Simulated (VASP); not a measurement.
# InP (F-43m) in VASP: settings compared

One crystal, InP, is run at these levels: PBE, PBEsol; tasks: relaxation of cell and atoms.

Everything below comes from runs of VASP 6.6.1. Logs are shortened: lines on timing, memory, paths and dates and some standing lists are left out, and cuts for length are marked.

## Step 1: The structure

It takes space group F-43m (No. 216, cubic). The conventional cell has a = 5.958 Å, b = 5.958 Å, c = 5.958 Å, α = 90.00°, β = 90.00°, γ = 90.00°. In (site symmetry -43m) is surrounded by 4 P at 2.58 Å. Around P (site symmetry -43m) lie 4 In at 2.58 Å.

## Step 2: Relaxation of cell and atoms, PBE

The input, INCAR:

```
ALGO = Normal ; EDIFF = 1E-7
EDIFFG = -0.005 ; ENCUT = 600
GGA = PE ; IBRION = 2
ISIF = 3 ; ISMEAR = 0
LASPH = True ; LCHARG = False
LREAL = False ; LWAVE = False
NELM = 80 ; NSW = 90
PREC = Accurate ; SIGMA = 0.03
```

The input, KPOINTS:

```
k-points
0
Gamma
  8 8 8
```

The input, POSCAR:

```
InP                                     
1.0
    0.0000000000      2.9791538216      2.9791538216
    2.9791538216      0.0000000000      2.9791538216
    2.9791538216      2.9791538216      0.0000000000
  In              P             
     1     1
Direct
     0.0000000000000000    0.0000000000000000    0.0000000000000000
     0.2500000000000000    0.2500000000000000    0.2500000000000000
```

Potentials or basis: VASP PAW PBE potentials, release 64 (In_d, P).

Command:

```console
cat potpaw_PBE.64/In_d/POTCAR potpaw_PBE.64/P/POTCAR > POTCAR
mpirun -np 1 vasp_std > vasp.out
```

OUTCAR:

```text
EDIFF = 1E-7
   EDIFFG = -0.005
   ENCUT = 600
   GGA = PE
   IBRION = 2
   ISIF = 3
   ISMEAR = 0
   LASPH = True
   LREAL = False
   NELM = 80
   NSW = 90
   PREC = Accurate

 ion  position               nearest neighbor table
   1  0.000  0.000  0.000-   2 2.58   2 2.58   2 2.58   2 2.58
   2  0.250  0.250  0.250-   1 2.58   1 2.58   1 2.58   1 2.58

  LATTYP: Found a face centered cubic cell.
 ALAT       =     5.9583076432

  Lattice vectors:

 A1 = (   0.0000000000,   2.9791538216,   2.9791538216)
 A2 = (   2.9791538216,   0.0000000000,   2.9791538216)
 A3 = (   2.9791538216,   2.9791538216,   0.0000000000)

Analysis of symmetry for initial positions (statically):
=====================================================================
 Subroutine PRICEL returns:
 Original cell was already a primitive cell.

 Routine SETGRP: Setting up the symmetry group for a
 face centered cubic supercell.

 Subroutine GETGRP returns: Found 24 space group operations
 (whereof 24 operations were pure point group operations)
 out of a pool of 48 trial point group operations.

The static configuration has the point symmetry T_d .

Analysis of symmetry for dynamics (positions and initial velocities):
=====================================================================
 Subroutine PRICEL returns:
 Original cell was already a primitive cell.

 Routine SETGRP: Setting up the symmetry group for a
 face centered cubic supercell.

 Subroutine GETGRP returns: Found 24 space group operations
 (whereof 24 operations were pure point group operations)
 out of a pool of 48 trial point group operations.

The dynamic configuration has the point symmetry T_d .

 Subroutine INISYM returns: Found 24 space group operations
 (whereof 24 operations are pure point group operations),
 and found     1 'primitive' translations

----------------------------------------------------------------------------------------

                                     Primitive cell

  volume of cell :      52.8821

  direct lattice vectors                    reciprocal lattice vectors
     0.000000000  2.979153822  2.979153822    -0.167832891  0.167832891  0.167832891
     2.979153822  0.000000000  2.979153822     0.167832891 -0.167832891  0.167832891
     2.979153822  2.979153822  0.000000000     0.167832891  0.167832891 -0.167832891

  length of vectors
     4.213159739  4.213159739  4.213159739     0.290695095  0.290695095  0.290695095

  position of ions in fractional coordinates (direct lattice)
     0.000000000  0.000000000  0.000000000
     0.250000000  0.250000000  0.250000000

  ion indices of the primitive-cell ions
   primitive index   ion index
                 1           1
                 2           2

----------------------------------------------------------------------------------------

 KPOINTS: k-points

Automatic generation of k-mesh.
 Grid dimensions read from file:
 generate k-points for:    8    8    8

 Generating k-lattice:

  Cartesian coordinates                     Fractional coordinates (reciprocal lattice)
    -0.020979111  0.020979111  0.020979111     0.125000000  0.000000000  0.000000000
     0.020979111 -0.020979111  0.020979111     0.000000000  0.125000000  0.000000000
     0.020979111  0.020979111 -0.020979111     0.000000000  0.000000000  0.125000000

  Length of vectors
     0.036336887  0.036336887  0.036336887

  Shift w.r.t. Gamma in fractional coordinates (k-lattice)
     0.000000000  0.000000000  0.000000000

 Subroutine IBZKPT returns following result:
 ===========================================

 Found     29 irreducible k-points:

 Following reciprocal coordinates:
            Coordinates               Weight
  0.000000  0.000000  0.000000      1.000000
  0.125000  0.000000  0.000000      8.000000
  0.250000  0.000000  0.000000      8.000000
  0.375000  0.000000  0.000000      8.000000
  0.500000  0.000000  0.000000      4.000000
  0.125000  0.125000  0.000000      6.000000
[... 16 lines left out ...]
  0.500000  0.250000  0.125000     48.000000
 -0.375000  0.250000  0.125000     24.000000
 [... further k-points ...]
   k-points           NKPTS =     29   k-points in BZ     NKDIM =     29   number of bands    NBANDS=     13
   number of dos      NEDOS =    301   number of ions     NIONS =      2
   total plane-waves  NPLWV =  46656
   dimension x,y,z NGX =    36 NGY =   36 NGZ =   36
   dimension x,y,z NGXF=    72 NGYF=   72 NGZF=   72
   ions per type =               1   1
   NGX,Y,Z   is equivalent  to a cutoff of  14.21, 14.21, 14.21 a.u.
   NGXF,Y,Z  is equivalent  to a cutoff of  28.41, 28.41, 28.41 a.u.
 SYSTEM =  unknown system
   PREC   = accura    normal or accurate (medium, high low for compatibility)
   ISTART =      0    job   : 0-new  1-cont  2-samecut
   ICHARG =      2    charge: 1-file 2-atom 10-const
   ISPIN  =      1    spin polarized calculation?
   LNONCOLLINEAR =      F non collinear calculations
   LSORBIT =      F    spin-orbit coupling
   LASPH  =      T    aspherical Exc in radial PAW
   ENCUT  =  600.0 eV  44.10 Ry    6.64 a.u.   8.41  8.41  8.41*2*pi/ulx,y,z
   NELM   =     80;   NELMIN=  2; NELMDL= -5     # of ELM steps
   EDIFF  = 0.1E-06   stopping-criterion for ELM
   LREAL  =      F    real-space projection
   EDIFFG = -.5E-02   stopping-criterion for IOM
   NSW    =     90    number of steps for IOM
   IBRION =      2    ionic relax: 0-MD 1-quasi-New 2-CG
   NFREE  =      1    steps in history (QN), initial steepest desc. (CG)
   ISIF   =      3    stress and relaxation
   ISYM   =      2    0-nonsym 1-usesym 2-fastsym
   POTIM  = 0.5000    time-step for ionic-motion
   TEBEG  =    0.0;   TEEND  =   0.0 temperature during run
   PSTRESS=    0.0 pullay stress
   NELECT =      18.0000    total number of electrons
   NUPDOWN=      -1.0000    fix difference up-down
   EMIN   =  10.00;   EMAX   =-10.00  energy-range for DOS
   EFERMI =   0.00;   METHOD = LEGACY
   ISMEAR =     0;   SIGMA  =   0.03  broadening in eV -4-tet -1-fermi 0-gaus
   EFERMI_NEDOS =   21; number of points for ismear=-14 and -15
   IALGO  =     38    algorithm
   IMIX   =      4    mixing-type and parameters
     AMIX     =   0.40;   BMIX     =  1.00
     AMIX_MAG =   1.60;   BMIX_MAG =  1.00
  volume/ion in A,a.u.               =      26.44       178.43
  Fermi-wavevector in a.u.,A,eV,Ry     =   1.143043  2.160039 17.776669  1.306548
  Thomas-Fermi vector in A             =   2.279740
   LORBIT       =      0    0 simple, 1 ext, 2 COOP (PROOUT), +10 PAW based schemes
   GGA     = PE    functional components
   LHFCALC =     F    Hartree Fock is set to
   AEXX    =    0.0000 exact exchange contribution
   IVDW    =     0    specifies the selected vdW correction
   LEPSILON=     F    determine dielectric tensor
   LRPA    =     F    only Hartree local field effects (RPA)
 conjugate gradient relaxation of ions
 non-spin polarized calculation
 Gauss-broadening in eV      SIGMA  =   0.03
  energy-cutoff  :      600.00
  volume of cell :       52.88
 maximum number of plane-waves:      1807
 NGX is ok and might be reduce to    36
   NGX = 17   NGY = 17   NGZ = 17

 number of electron      17.9999999 magnetization

 Free energy of the ion-electron system (eV)
  ---------------------------------------------------
  ext. energy  EPLUGINS =         0.00000000
  ---------------------------------------------------
  free energy    TOTEN  =        -8.40628569 eV

  energy without entropy =       -8.40628569  energy(sigma->0) =       -8.40628569

 E-fermi :   4.8483     XC(G=0):  -9.0651

 val. band max:        4.6638979125   @ k =   0.0000   0.0000   0.0000
 cond. band min:       5.1058911315   @ k =   0.0000   0.0000   0.0000
 fundamental gap:      0.4419932190
 Fermi energy:         4.8482909441

 k-point     1 :       0.0000    0.0000    0.0000
  band No.  band energies     occupation
      1      -9.4335      2.00000
      2      -9.4335      2.00000
      3      -9.4335      2.00000
      4      -9.3048      2.00000
      5      -9.3048      2.00000
      6      -6.5266      2.00000
      7       4.6639      2.00000
      8       4.6639      2.00000
      9       4.6639      2.00000
     10       5.1059      0.00000
     11       8.7526      0.00000
     12       8.7526      0.00000
     13       8.7526      0.00000

 k-point     2 :       0.1250    0.0000    0.0000
  band No.  band energies     occupation
      1      -9.4487      2.00000
      2      -9.4272      2.00000
      3      -9.4272      2.00000
      4      -9.3046      2.00000
      5      -9.3046      2.00000
      6      -6.3620      2.00000
      7       3.1130      2.00000
      8       4.4931      2.00000
      9       4.4931      2.00000
     10       6.1228      0.00000
     11       8.8660      0.00000
     12       9.0128      0.00000
     13       9.0128      0.00000

 k-point     3 :       0.2500    0.0000    0.0000
  band No.  band energies     occupation
      1      -9.4838      2.00000
      2      -9.4139      2.00000
      3      -9.4139      2.00000
      4      -9.3024      2.00000
      5      -9.3024      2.00000
      6      -5.9033      2.00000
      7       1.3143      2.00000
      8       4.1493      2.00000
      9       4.1493      2.00000
     10       6.3157      0.00000
     11       9.4212      0.00000
     12       9.4212      0.00000
     13       9.8459      0.00000
[... 305 lines left out ...]
 k-point    23 :       0.5000    0.2500    0.1250
  band No.  band energies     occupation
      1      -9.5362      2.00000
      2      -9.3930      2.00000
      3      -9.3800      2.00000
      4      -9.3137      2.00000
      5      -9.2916      2.00000
      6      -4.9697      2.00000
      7      -0.1626      2.00000
      8       2.2838      2.00000
      9       3.3204      2.00000
     10       7.7213      0.00000
     11       8.8505      0.00000
     12       9.9044      0.00000
     13      11.2472      0.00000

 k-point    24 :      -0.3750    0.2500    0.1250
  band No.  band energies     occupation
      1      -9.5435      2.00000
      2      -9.3925      2.00000
      3      -9.3757      2.00000
      4      -9.3088      2.00000
      5      -9.2937      2.00000
      6      -4.6699      2.00000
      7      -0.6604      2.00000
      8       2.1380      2.00000
      9       3.1519      2.00000
     10       7.6870      0.00000
     11       8.8719      0.00000
     12      10.4356      0.00000
     13      11.7399      0.00000

 [... further k-points ...]

------------------------ aborting loop because EDIFF is reached ----------------------------------------

  FORCE on cell =-STRESS in cart. coord.  units (eV):
  Direction    XX          YY          ZZ          XY          YZ          ZX
  --------------------------------------------------------------------------------------
  -------------------------------------------------------------------------------------
  Total        0.0034571      0.0034571      0.0034571      0.0000000      0.0000000      0.0000000
  in kB        0.1047416      0.1047416      0.1047416      0.0000000      0.0000000      0.0000000
  external PRESSURE =       0.1047416 kB  Pullay stress =       0.0000000 kB

 VOLUME and BASIS-vectors are now :
 -----------------------------------------------------------------------------
  energy-cutoff  :      600.00
  volume of cell :       52.88
      direct lattice vectors                 reciprocal lattice vectors
     0.000000000  2.979153822  2.979153822    -0.167832891  0.167832891  0.167832891
     2.979153822  0.000000000  2.979153822     0.167832891 -0.167832891  0.167832891
     2.979153822  2.979153822  0.000000000     0.167832891  0.167832891 -0.167832891

 POSITION                                       TOTAL-FORCE (eV/Angst)
 -----------------------------------------------------------------------------------
      0.00000      0.00000      0.00000        -0.000000     -0.000000     -0.000000
      1.48958      1.48958      1.48958         0.000000      0.000000      0.000000
 -----------------------------------------------------------------------------------
    total drift:                               -0.000000     -0.000000      0.000000

  FREE ENERGIE OF THE ION-ELECTRON SYSTEM (eV)
  ---------------------------------------------------
  free  energy   TOTEN  =        -8.4062856919 eV

  energy  without entropy=       -8.4062856919  energy(sigma->0) =       -8.40628569

 reached required accuracy - stopping structural energy minimisation
```

Wall time 13 s (1 thread of Intel Xeon 6975P-C (Granite Rapids), shared host); peak memory 0.21 GiB.

Results:

```yaml
Free_energy: -8.4063 eV
Pressure_after_relaxing: 0.0 GPa
Band_gap_on_the_k_mesh: 0.44 eV, direct
```

Final structure:
```cif
data_structure
_symmetry_space_group_name_H-M 'P 1'
_symmetry_Int_Tables_number 1
_cell_length_a 4.2132
_cell_length_b 4.2132
_cell_length_c 4.2132
_cell_angle_alpha 60.000
_cell_angle_beta 60.000
_cell_angle_gamma 60.000
_cell_volume 52.88
loop_
_atom_site_label
_atom_site_type_symbol
_atom_site_fract_x
_atom_site_fract_y
_atom_site_fract_z
_atom_site_occupancy
In1 In 0.00000 0.00000 0.00000 1
P1 P 0.25000 0.25000 0.25000 1
```

Caveat: the relaxation stopped at its first step, so nothing moved; spin-orbit coupling is left out, which moves the levels of the heavy elements. Expect the measured gap to be larger: semilocal functionals such as PBE lack the derivative discontinuity.

## Step 3: Relaxation of cell and atoms, PBEsol

This run uses another cell than the first one, of 25.17 Å³/atom, 0.952 times its volume.

The input, INCAR:

```
ALGO = Normal ; EDIFF = 1E-6
EDIFFG = -0.01 ; ENCUT = 600
GGA = PS ; IBRION = 2
ISIF = 3 ; ISMEAR = 0
KPAR = 4 ; LASPH = True
LCHARG = False ; LREAL = False
LWAVE = False ; NELM = 80
NSW = 90 ; PREC = Accurate
SIGMA = 0.03
```

KPOINTS is that of step 2.

The input, POSCAR:

```
InP
1.0
    0.0000000000      2.9305000000      2.9305000000
    2.9305000000      0.0000000000      2.9305000000
    2.9305000000      2.9305000000      0.0000000000
In P
1 1
Direct
    0.0000000000      0.0000000000      0.0000000000
    0.2500000000      0.2500000000      0.2500000000
```

Potentials or basis: VASP PAW PBE potentials, release 64 (In_d, P).

Command:

```console
cat potpaw_PBE.64/In_d/POTCAR potpaw_PBE.64/P/POTCAR > POTCAR
mpirun -np 4 vasp_std > vasp.out
```

It took 18 s on 4 MPI ranks of Intel Xeon Platinum 8488C (Sapphire Rapids), shared host; peak memory 0.22 GiB.

It converged, with:

```
Free energy                            : -9.1551 eV
Relaxed volume                         : 25.39 Å³/atom
Relaxed cell                           : a = 4.157 Å, b = 4.157 Å, c = 4.157 Å, α = 60.00°, β = 60.00°, γ = 60.00°
Space group after relaxing (to 0.05 Å) : F-43m (No. 216)
Energy gained by relaxing              : 0.4 meV/atom
Ionic steps                            : 3
Pressure after relaxing                : 0.0 GPa
Band gap on the k mesh                 : 0.57 eV, direct
```

Step by step:
```tsv
step	energy change (eV)	largest force (eV/Å)	pressure (GPa)	volume (Å³)
1	0.0000	0.0000	0.61	50.33
2	-0.0006	0.0000	-0.30	51.04
3	-0.0009	0.0000	-0.01	50.79
```

Final structure:
```xyz
2
Lattice="0.0000 2.9393 2.9393 2.9393 0.0000 2.9393 2.9393 2.9393 0.0000" Properties=species:S:1:pos:R:3 pbc="T T T"
In    0.0000    0.0000    0.0000
P     1.4697    1.4697    1.4697
```

Levels at points of the mesh, in eV from the valence-band top:
| k point | band 6 | band 7 | band 8 | band 9 | band 10 | band 11 | band 12 | band 13 |
| --- | --- | --- | --- | --- | --- | --- | --- | --- |
| (0.00, 0.00, 0.00) | -11.49 | 0.00 | 0.00 | 0.00 | 0.57 | 4.02 | 4.02 | 4.02 |
| (0.50, 0.00, 0.00) | -9.77 | -5.75 | -0.97 | -0.97 | 1.38 | 4.73 | 4.73 | 6.93 |
| (0.50, 0.50, 0.00) | -9.11 | -5.78 | -2.32 | -2.32 | 1.65 | 2.17 | 9.04 | 9.47 |

Caveat: the PAW data sets were made with another functional, which shifts forces and pressure a little; spin-orbit coupling is left out, which moves the levels of the heavy elements. Zero-point motion and thermal expansion aren't in these numbers.
